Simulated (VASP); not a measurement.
KCl (Sylvite): single point with RPBE

KCl (Sylvite):

```
CELL_PARAMETERS angstrom
0.00000 3.14647 3.14647
3.14647 0.00000 3.14647
3.14647 3.14647 0.00000
ATOMIC_POSITIONS crystal
K 0.00000 0.00000 0.00000
Cl 0.50000 0.50000 0.50000
```

```yaml
Program: VASP 6.6.1
Task: single point
Functional: RPBE
Potentials_or_basis: VASP PAW PBE potentials, release 54 (K_sv, Cl)
Cutoff: 520 eV
k_mesh: 7 × 7 × 7
Occupations: gaussian, width 0.1 eV
Spin: no spin polarisation
Further_INCAR_settings: ALGO = Normal; EDIFF = 1e-07; NBANDS = 15
```

| Quantity | Value |
| --- | --- |
| Pressure | 2.4 GPa |
| Band gap on the k mesh | 5.54 eV, direct |

Levels at points of the mesh, in eV from the valence-band top:
| k point | band 5 | band 6 | band 7 | band 8 | band 9 | band 10 | band 11 | band 12 |
| --- | --- | --- | --- | --- | --- | --- | --- | --- |
| (0.00, 0.00, 0.00) | -10.73 | 0.00 | 0.00 | 0.00 | 5.54 | 8.57 | 8.57 | 8.57 |

It took 34 s on 1 thread of Intel(R) Xeon(R) Platinum 8488C (Sapphire Rapids) (shared host), peak memory 0.2 GiB.

The gap isn't set beside the measured one, since this odd mesh misses points on the zone boundary.

Caveat: the PAW data sets were made with another functional, which shifts forces and pressure a little; an odd mesh through Γ misses points on the zone boundary, where band edges often lie.
